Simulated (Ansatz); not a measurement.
Stiffness of NaH from strained cells

```
CELL_PARAMETERS angstrom
0.00000 2.44000 2.44000
2.44000 0.00000 2.44000
2.44000 2.44000 0.00000
ATOMIC_POSITIONS crystal
Na 0.00000 0.00000 0.00000
H 0.50000 0.50000 0.50000
```

Atom numbers follow the list: Na1, H2.

The conventional cell has a = 4.880 Å, b = 4.880 Å, c = 4.880 Å, α = 90.00°, β = 90.00°, γ = 90.00°. Na (atom 1) is surrounded by 6 H at 2.44 Å. H (atom 2) has 6 Na at 2.44 Å as nearest neighbours.

The cell is COD entry 9008680, as deposited and not checked against the literature; nothing was relaxed.

The calculation used DFT, PBE, all-electron LAPW, scalar-relativistic (Ansatz 0.2.0).

The runs use a Γ-centred 9×9×9 k mesh, Fermi–Dirac smearing of 0.03 eV, basis error target 1 meV/atom, no spin polarisation.

The unstrained cell is at -0.63 GPa. Large strains and very small stresses are left out. Each strain is applied once, with fractional coordinates held (clamped ions), and σ below is the change of stress, positive in tension. One finite strain gives stress–strain coefficients at this pressure with an error of the order of the strain times third-order constants, a few per cent for each per cent of strain.

Question: Estimate the stiffness probed by this change, and the stress that it gives: x and y strained by +1.5 %, z held.

Answer: σxx = 0.69 GPa, σzz = 0.34 GPa and εxx = εyy = 0.0150, so C12 = σzz/(2εxx) = 11 GPa and C11 + C12 = σxx/εxx = 46 GPa.

Question: What do those two numbers (x and y strained by +1.5 %, z held) give for C11, and is the cell stable to tetragonal shear?

Answer: C11 = 46 − 11 = 35 GPa and C11 − C12 = 24 GPa: positive, so stable to it.
